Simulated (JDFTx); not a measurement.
# Au (Fm-3m) in JDFTx: further runs

The runs below take Au through equation of state, with r2SCAN.

Program: JDFTx 1.7.0 (patched build). These are calculated values, not measurements. Logs are shortened: lines on timing, memory, paths and dates and some standing lists are left out, and cuts for length are marked. The log counts tension as positive stress, the text compression.

**Experimental background.**

From “Exploring toroidal anvil profiles for larger sample volumes above 4 Mbar”, 2024, pmc:11102561, for a bulk crystal of Au: bulk modulus 167 GPa.

The runs below are set against these values where they give the same quantity.

## 1. The crystal as given

The structure is cubic, space group Fm-3m (No. 225). Conventional cell: a = 4.070 Å, b = 4.070 Å, c = 4.070 Å, α = 90.00°, β = 90.00°, γ = 90.00°. Au (site symmetry m-3m) has 12 Au at 2.88 Å as nearest neighbours.

## 2. Equation of state, r2SCAN, 15.84 Å³/atom (volume scaled by 0.94)

Au.in reads:

```
lattice Face-Centered Cubic 7.5341783060
coords-type Lattice
ion Au     0.0000000000     0.0000000000     0.0000000000 1

ion-species pseudo/Au.upf
elec-cutoff 40
elec-ex-corr mgga-x-r2scan mgga-c-r2scan
kpoint-folding 11 11 11
elec-smearing Fermi 0.0018374661
elec-n-bands 15
electronic-SCF nIterations 100 energyDiffThreshold 1e-09
electronic-minimize nIterations 30 energyDiffThreshold 1e-7
forces-output-coords Cartesian

dump-name run.$VAR
dump End Ecomponents EigStats BandEigs Kpoints Forces Stress
```

Potentials or basis: SG15-PBE-1.2 with smoothed tails.

The run is started by

```
> jdftx -c 1 -i Au.in -o Au.out
```

Standard output:

```text
*************** JDFTx 1.7.0 (patched build) ***************

[... 9 lines left out ...]
---------- Initializing the Grid ----------
R =
[            0      3.76709      3.76709  ]
[      3.76709            0      3.76709  ]
[      3.76709      3.76709            0  ]
unit cell volume = 106.917
G =
[  -0.833958   0.833958   0.833958  ]
[   0.833958  -0.833958   0.833958  ]
[   0.833958   0.833958  -0.833958  ]
Minimum fftbox size, Smin = [  32  32  32  ]
Chosen fftbox size, S = [  32  32  32  ]

---------- Exchange Correlation functional ----------
Initialized LibXC exchange functional 'Re-regularized SCAN exchange by Furness et al'
Initialized LibXC correlation functional 'Re-regularized SCAN correlation by Furness et al'

---------- Setting up pseudopotentials ----------
Width of ionic core gaussian charges (only for fluid interactions / plotting) set to 0

Reading pseudopotential file 'pseudo/Au.upf':
  'Au' pseudopotential, 'PBE' functional
  Generated using ONCVPSP code by D. R. Hamann
  19 valence electrons, 0 orbitals, 8 projectors, 602 radial grid points, with lMax = 3
  Core radius for overlap checks: 2.79 bohrs.

Initialized 1 species with 1 total atoms.

Folded 1 k-points by 11x11x11 to 1331 k-points.

---------- Setting up k-points, bands, fillings ----------
Reduced to 56 k-points under symmetry.
Computing the number of bands and number of electrons
Calculating initial fillings.
nElectrons:  19.000000   nBands: 15   nStates: 56

----- Setting up reduced wavefunction bases (one per k-point) -----
average nbasis = 1292.046 , ideal nbasis = 1291.908

---------- Setting up ewald sum ----------
Optimum gaussian width for ewald sums = 1.920473 bohr.
Real space sum over 2197 unit cells with max indices [  6  6  6  ]
Reciprocal space sum over 2197 terms with max indices [  6  6  6  ]

---------- Allocating electronic variables ----------
Initializing wave functions:  (No orbitals for LCAO)  bandwidth-limited random numbers

Setting the auxilliary hamiltonian equal to the subspace hamiltonian.

-------- Electronic minimization -----------
Will mix electronic and kinetic density at each iteration.
	FillingsUpdate:  mu: +1.777489466  nElectrons: 19.000000
	FillingsUpdate:  mu: -0.096675447  nElectrons: 19.000000
SCF: Cycle:  0   F: -131.572692105667500   dF: -3.662e+01   |Residual|: 1.448e+01   |deigs|: 2.710e+00
	FillingsUpdate:  mu: +0.468498558  nElectrons: 19.000000
SCF: Cycle:  1   F: -131.699504110923499   dF: -1.268e-01   |Residual|: 1.144e+01   |deigs|: 1.047e+00
	FillingsUpdate:  mu: +1.622691210  nElectrons: 19.000000
SCF: Cycle:  2   F: -120.892770211974181   dF: +1.081e+01   |Residual|: 1.995e+01   |deigs|: 2.378e+00
	FillingsUpdate:  mu: +0.823094138  nElectrons: 19.000000
SCF: Cycle:  3   F: -137.227352490550885   dF: -1.633e+01   |Residual|: 3.027e+00   |deigs|: 1.230e+00
	FillingsUpdate:  mu: +0.818662941  nElectrons: 19.000000
SCF: Cycle:  4   F: -137.341963894969467   dF: -1.146e-01   |Residual|: 2.247e+00   |deigs|: 1.113e-02
	FillingsUpdate:  mu: +0.803768589  nElectrons: 19.000000
SCF: Cycle:  5   F: -137.312603292856011   dF: +2.936e-02   |Residual|: 1.764e+00   |deigs|: 3.100e-02
	FillingsUpdate:  mu: +1.139228674  nElectrons: 19.000000
SCF: Cycle:  6   F: -135.201726514660976   dF: +2.111e+00   |Residual|: 9.252e+00   |deigs|: 4.575e-01
	FillingsUpdate:  mu: +1.160785740  nElectrons: 19.000000
SCF: Cycle:  7   F: -134.890194448676851   dF: +3.115e-01   |Residual|: 9.433e+00   |deigs|: 2.322e-02
	FillingsUpdate:  mu: +1.261246676  nElectrons: 19.000000
SCF: Cycle:  8   F: -132.872343295347179   dF: +2.018e+00   |Residual|: 1.276e+01   |deigs|: 1.382e-01
	FillingsUpdate:  mu: +1.299134217  nElectrons: 19.000000
SCF: Cycle:  9   F: -131.792802582692559   dF: +1.080e+00   |Residual|: 1.430e+01   |deigs|: 6.127e-02
	FillingsUpdate:  mu: +1.291268810  nElectrons: 19.000000
SCF: Cycle: 10   F: -132.001280747988716   dF: -2.085e-01   |Residual|: 1.396e+01   |deigs|: 1.242e-02
	FillingsUpdate:  mu: +1.337821253  nElectrons: 19.000000
SCF: Cycle: 11   F: -131.063633205726717   dF: +9.376e-01   |Residual|: 1.514e+01   |deigs|: 5.626e-02
	FillingsUpdate:  mu: +1.304341871  nElectrons: 19.000000
SCF: Cycle: 12   F: -131.994151651019024   dF: -9.305e-01   |Residual|: 1.437e+01   |deigs|: 5.033e-02
	FillingsUpdate:  mu: +1.418898716  nElectrons: 19.000000
SCF: Cycle: 13   F: -127.063666361692441   dF: +4.930e+00   |Residual|: 2.012e+01   |deigs|: 2.282e-01
	FillingsUpdate:  mu: +0.869269206  nElectrons: 19.000000
SCF: Cycle: 14   F: -137.277033630173491   dF: -1.021e+01   |Residual|: 1.172e+00   |deigs|: 7.994e-01
	FillingsUpdate:  mu: +0.850757261  nElectrons: 19.000000
SCF: Cycle: 15   F: -137.358846775022784   dF: -8.181e-02   |Residual|: 3.134e-01   |deigs|: 2.857e-02
	FillingsUpdate:  mu: +0.849543093  nElectrons: 19.000000
SCF: Cycle: 16   F: -137.352307565179643   dF: +6.539e-03   |Residual|: 8.183e-01   |deigs|: 1.784e-02
	FillingsUpdate:  mu: +0.837127924  nElectrons: 19.000000
SCF: Cycle: 17   F: -137.359621039562398   dF: -7.313e-03   |Residual|: 6.332e-01   |deigs|: 1.626e-02
	FillingsUpdate:  mu: +0.838035372  nElectrons: 19.000000
SCF: Cycle: 18   F: -137.360237383943172   dF: -6.163e-04   |Residual|: 5.292e-01   |deigs|: 1.609e-03
	FillingsUpdate:  mu: +0.836171628  nElectrons: 19.000000
SCF: Cycle: 19   F: -137.361966846418852   dF: -1.729e-03   |Residual|: 3.932e-01   |deigs|: 4.514e-03
	FillingsUpdate:  mu: +0.830510347  nElectrons: 19.000000
SCF: Cycle: 20   F: -137.363906173807521   dF: -1.939e-03   |Residual|: 1.438e-01   |deigs|: 1.183e-02
	FillingsUpdate:  mu: +0.829835611  nElectrons: 19.000000
SCF: Cycle: 21   F: -137.364021078202711   dF: -1.149e-04   |Residual|: 4.524e-02   |deigs|: 3.088e-03
	FillingsUpdate:  mu: +0.830398822  nElectrons: 19.000000
SCF: Cycle: 22   F: -137.364055621680990   dF: -3.454e-05   |Residual|: 1.787e-02   |deigs|: 1.062e-03
	FillingsUpdate:  mu: +0.830609885  nElectrons: 19.000000
SCF: Cycle: 23   F: -137.364063308701873   dF: -7.687e-06   |Residual|: 1.630e-03   |deigs|: 6.122e-04
	FillingsUpdate:  mu: +0.830678094  nElectrons: 19.000000
SCF: Cycle: 24   F: -137.364063603862661   dF: -2.952e-07   |Residual|: 8.129e-04   |deigs|: 1.152e-04
	FillingsUpdate:  mu: +0.830636972  nElectrons: 19.000000
SCF: Cycle: 25   F: -137.364063656353579   dF: -5.249e-08   |Residual|: 1.016e-04   |deigs|: 6.420e-05
	FillingsUpdate:  mu: +0.830639716  nElectrons: 19.000000
SCF: Cycle: 26   F: -137.364063660885563   dF: -4.532e-09   |Residual|: 4.822e-05   |deigs|: 4.277e-06
	FillingsUpdate:  mu: +0.830641770  nElectrons: 19.000000
SCF: Cycle: 27   F: -137.364063662586773   dF: -1.701e-09   |Residual|: 4.000e-05   |deigs|: 3.762e-06
	FillingsUpdate:  mu: +0.830641886  nElectrons: 19.000000
SCF: Cycle: 28   F: -137.364063662925645   dF: -3.389e-10   |Residual|: 1.880e-05   |deigs|: 1.797e-06
	FillingsUpdate:  mu: +0.830641877  nElectrons: 19.000000
SCF: Cycle: 29   F: -137.364063663108624   dF: -1.830e-10   |Residual|: 5.115e-06   |deigs|: 2.263e-06
SCF: Converged (|Delta E|<1.000000e-09 for 2 iters).

Setting wave functions to eigenvectors of Hamiltonian

# Stress tensor in Cartesian coordinates [Eh/a0^3]:
[ -0.000700259            0            0  ]
[            0 -0.000700259            0  ]
[            0            0 -0.000700259  ]

# Ionic positions in lattice coordinates:
ion Au   0.000000000000000   0.000000000000000   0.000000000000000 1

# Forces in Cartesian coordinates:
force Au  -0.000000000000000  -0.000000000000000   0.000000000000000 1

# Energy components:
   Eewald =     -109.8417864252682676
       EH =       25.1022027245586692
     Eloc =      -83.1077005462641694
      Enl =        1.0932570753804933
      Exc =      -12.7520478186168607
       KE =       42.1420569274904011
-------------------------------------
     Etot =     -137.3640180627197083
       TS =        0.0000456003889086
-------------------------------------
        F =     -137.3640636631086238

IonicMinimize: Iter:   0  F: -137.364063663108624  |grad|_K:  0.000e+00
IonicMinimize: Converged (|grad|_K<1.000000e-04).

Dumping 'run.eigStats' ...
	eMin: -3.169595 at state 0 ( [ +0.000000 +0.000000 +0.000000 ] spin 0 )
	HOMO: +0.825382 at state 26 ( [ +0.000000 +0.272727 +0.454545 ] spin 0 )
	mu  : +0.830642
	LUMO: +0.834682 at state 11 ( [ +0.000000 +0.090909 -0.454545 ] spin 0 )
	eMax: +1.840822 at state 6 ( [ +0.000000 +0.090909 +0.090909 ] spin 0 )
	HOMO-LUMO gap: +0.009300
	Optical gap  : +0.077311 at state 34 ( [ +0.000000 +0.454545 +0.454545 ] spin 0 )
Done!
[note: the HOMO, LUMO and gaps printed at the end count levels as full or empty at half filling, so they show a gap where a level is partly filled]
```

It took 89 s on 1 thread of Intel Xeon 6975P-C (Granite Rapids), shared host; peak memory 0.1 GiB.

What came out:

```
Free energy            : -3737.8666 eV
Pressure               : 20.6 GPa
Band gap on the k mesh : none (metal or under the smearing width)
```

Caveat: the potentials were made for another functional, which shifts forces and pressure.

## 3. Equation of state, r2SCAN, 16.18 Å³/atom (volume scaled by 0.96)

Edit Au.in of step 2 so:

```diff
@@ -1,2 +1,2 @@
-lattice Face-Centered Cubic 7.5341783060
+lattice Face-Centered Cubic 7.5872376479
 coords-type Lattice
@@ -15,2 +15,2 @@
 dump-name run.$VAR
-dump End Ecomponents EigStats BandEigs Kpoints Forces Stress
+dump End Ecomponents EigStats BandEigs Kpoints Forces Stress ElecDensity KEdensity
```

Potentials or basis: SG15-PBE-1.2 with smoothed tails.

The run is started by

```
> jdftx -c 1 -i Au.in -o Au.out
```

It took 79 s on 1 thread of Intel Xeon 6975P-C (Granite Rapids), shared host; peak memory 0.09 GiB.

Results (log left out):

```yaml
Free_energy: -3737.9042 eV
Pressure: 15.2 GPa
Band_gap_on_the_k_mesh: none (metal or under the smearing width)
```

Caveat: the potentials were made for another functional, which shifts forces and pressure.

## 4. Equation of state, r2SCAN, 16.52 Å³/atom (volume scaled by 0.98)

Edit Au.in of step 3 so:

```diff
@@ -1,2 +1,2 @@
-lattice Face-Centered Cubic 7.5872376479
+lattice Face-Centered Cubic 7.6395650786
 coords-type Lattice
```

The run is started by

```
> jdftx -c 1 -i Au.in -o Au.out
```

Wall time 1.7 min (1 thread of Intel Xeon 6975P-C (Granite Rapids), shared host); peak memory 0.1 GiB.

The run converged. Its results:

```yaml
Free_energy: -3737.9311 eV
Pressure: 10.5 GPa
Band_gap_on_the_k_mesh: none (metal or under the smearing width)
```

Caveat: the potentials were made for another functional, which shifts forces and pressure.

## 5. Equation of state, r2SCAN, 16.85 Å³/atom

Edit Au.in of step 4 so:

```diff
@@ -1,2 +1,2 @@
-lattice Face-Centered Cubic 7.6395650786
+lattice Face-Centered Cubic 7.6911853272
 coords-type Lattice
```

The run is started by

```
> jdftx -c 1 -i Au.in -o Au.out
```

Wall time 86 s (1 thread of Intel Xeon 6975P-C (Granite Rapids), shared host); peak memory 0.1 GiB.

The run converged. Its results:

```
Free energy            : -3737.9488 eV
Pressure               : 6.3 GPa
Band gap on the k mesh : none (metal or under the smearing width)
```

Caveat: the potentials were made for another functional, which shifts forces and pressure.

## 6. Equation of state, r2SCAN, 17.19 Å³/atom (volume scaled by 1.02)

Edit Au.in of step 5 so:

```diff
@@ -1,2 +1,2 @@
-lattice Face-Centered Cubic 7.6911853272
+lattice Face-Centered Cubic 7.7421218140
 coords-type Lattice
```

Potentials or basis: SG15-PBE-1.2 with smoothed tails.

The run is started by

```
> jdftx -c 1 -i Au.in -o Au.out
```

Wall time 98 s (1 thread of Intel Xeon 6975P-C (Granite Rapids), shared host); peak memory 0.1 GiB.

Results (log left out):

| Quantity | Value |
| --- | --- |
| Free energy | -3737.9582 eV |
| Pressure | 2.7 GPa |
| Band gap on the k mesh | none (metal or under the smearing width) |

Caveat: the potentials were made for another functional, which shifts forces and pressure.

## 7. Equation of state, r2SCAN, 17.53 Å³/atom (volume scaled by 1.04)

Edit Au.in of step 6 so:

```diff
@@ -1,2 +1,2 @@
-lattice Face-Centered Cubic 7.7421218140
+lattice Face-Centered Cubic 7.7923967409
 coords-type Lattice
```

The run is started by

```
> jdftx -c 1 -i Au.in -o Au.out
```

It took 71 s on 1 thread of Intel Xeon 6975P-C (Granite Rapids), shared host; peak memory 0.1 GiB.

Results (log left out):

| Quantity | Value |
| --- | --- |
| Free energy | -3737.9604 eV |
| Pressure | -0.5 GPa |
| Band gap on the k mesh | none (metal or under the smearing width) |

Caveat: the potentials were made for another functional, which shifts forces and pressure.

## 8. Equation of state, r2SCAN, 17.87 Å³/atom (volume scaled by 1.06)

Edit Au.in of step 7 so:

```diff
@@ -1,2 +1,2 @@
-lattice Face-Centered Cubic 7.7923967409
+lattice Face-Centered Cubic 7.8420311792
 coords-type Lattice
```

The run is started by

```
> jdftx -c 1 -i Au.in -o Au.out
```

It took 69 s on 1 thread of Intel Xeon 6975P-C (Granite Rapids), shared host; peak memory 0.11 GiB.

It converged, with:

* Free energy: -3737.9564 eV
* Pressure: -3.3 GPa
* Band gap on the k mesh: none (metal or under the smearing width)

Caveat: the potentials were made for another functional, which shifts forces and pressure.

## 9. Equation of state, r2SCAN

Potentials or basis: SG15-PBE-1.2 with smoothed tails.

No new run: the results of the series are fitted here.

Results:

| Quantity | Value |
| --- | --- |
| Equilibrium volume | 17.47 Å³/atom |
| Bulk modulus | 159 GPa |
| Pressure derivative of the bulk modulus | 5.8 |

Energy against volume, from the lowest point:
```csv
volume (Å³/atom),energy (meV/atom)
15.843,93.85
16.181,56.26
16.518,29.29
16.855,11.67
17.192,2.24
17.529,0.00
17.866,4.06
```

Caveat: the potentials were made for another functional, which shifts forces and pressure. The run has no spin-orbit coupling, so splittings on Au are missing.

## 10. Against experiment

Step 9. Measured bulk modulus of Au: 167 GPa (quoted in “Exploring toroidal anvil profiles for larger sample volumes above 4 Mbar”, 2024, pmc:11102561). This calculation gives 159 GPa (-5.0 %). The fit is for a static lattice scaled at fixed shape and fixed fractional positions.
